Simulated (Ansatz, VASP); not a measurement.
**In in VASP and in Ansatz**

```xyz
2
Lattice="2.0479 1.1824 3.7976 -2.0479 1.1824 3.7976 0.0000 -2.3647 3.7976" Properties=species:S:1:pos:R:3 pbc="T T T"
In    0.0000    0.0000    2.5923
In    0.0000    0.0000    8.8005
```

Alike in both runs: task relaxation of cell and atoms; functional PBE; k mesh 6 × 6 × 6; occupations gaussian, width 0.1 eV; no spin polarisation.

```csv
,VASP,Ansatz
version,VASP 6.6.1,Ansatz 0.2.0
potentials or method,"VASP PAW PBE potentials, release 64 (In_d)","scalar-relativistic, plane waves, PAW"
plane-wave cutoff (eV),600,420
valence electrons in the cell,26,26
```

```tsv
	VASP	Ansatz	Ansatz less VASP
gap on the k mesh at the Fermi level, each at its own relaxed structure (eV)	none	none	-
relaxed volume (Å³/atom)	28.64	28.74	+0.099
relaxed cell length with the largest relative difference (Å)	4.826	4.827	+0.0004
energy change over the relaxation (meV/atom)	-319	-319	-0.1
```

A gap of «none» marks a metal or a gap that the smearing closes.
